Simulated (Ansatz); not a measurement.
LiCl built on the rocksalt prototype (r2SCAN geometry), in Ansatz:

Space group Fm-3m (No. 225). a = 5.112 Å, b = 5.112 Å, c = 5.112 Å, α = 90.00°, β = 90.00°, γ = 90.00°
```csv
atom,site,symmetry,x,y,z
Li,4a,m-3m,0.0000,0.0000,0.0000
Cl,4b,m-3m,0.5000,0.0000,0.0000
```

G0W0@PBE with 125 empty bands, a screening cutoff of 140 eV and a 4×4×4 mesh (PAW, contour deformation) gives 8.852 eV over the mesh points, from a PBE gap of 6.385 eV; it sums over 130 bands with 137 plane waves in the screening and a wave cutoff of 420 eV. The G0W0 figures hold for the stated bands, cutoff and mesh and aren't extrapolated. Spin-unpolarised throughout; all numbers are computed.

Problem. Another run gave a Kohn-Sham gap of 6.385 eV and a G0W0 gap of 8.861 eV, summing over 130 bands with 137 plane waves in the screening and a wave cutoff of 1034 eV. What was changed?

Solution. Potentials of the kind norm-conserving. The wave cutoff gives it away.

Problem. Estimate the gap with starting point LDA.

Solution. 8.684 eV (-0.168 eV), from a Kohn-Sham gap of 6.040 eV.
